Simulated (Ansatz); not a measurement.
# Os: the cost of one run

Computed with Ansatz 0.2.0 (DFT PBE, scalar-relativistic, plane waves, PAW, unless a step's input says otherwise).

The COD cell was measured well above room temperature, so it is larger than a cold one.

### 1 The system as given

Symmetry: Im-3m, No. 229, cubic system. The conventional cell has a = 3.144 Å, b = 3.144 Å, c = 3.144 Å, α = 90.00°, β = 90.00°, γ = 90.00°. Os (site symmetry m-3m) is surrounded by 8 Os at 2.72 Å.

Coordinates:

```xyz
1
Lattice="-1.5721 1.5721 1.5721 1.5721 -1.5721 1.5721 1.5721 1.5721 -1.5721" Properties=species:S:1:pos:R:3 pbc="T T T"
Os    0.0000    0.0000    0.0000
```

This is candidate A: bcc type (Im-3m, No. 229).

(A quick probe on a coarse mesh, which set the mesh and smearing, is not shown.)

### 3 Rough relaxation on the coarse mesh (candidate A)

Contents of input.yaml:

```yaml
crystal:
  lattice:
    - [-1.5720969616, 1.5720969616, 1.5720969616]
    - [1.5720969616, -1.5720969616, 1.5720969616]
    - [1.5720969616, 1.5720969616, -1.5720969616]
  atoms:
    - { symbol: Os, position: [0.0, 0.0, 0.0] }
basis:
  ecutwfc: 420
kpoints:
  mp_grid: { grid: [8, 8, 8] }
hamiltonian:
  xc: pbe
scf:
  occupations: { method: gaussian, width: 0.1 }
  lower_state_search: "off"
output:
  forces: true
  stress: true
  eigenvalues: true
relax:
  adjacent_minimum: "off"
  f_tol: 0.04
  max_steps: 70
  cell: { stress_tol: 0.4 }
```

What time and memory should one allow on 1 thread of an Arm CPU, shared host?

About 4.3 s, with a peak of 0.26 GiB.
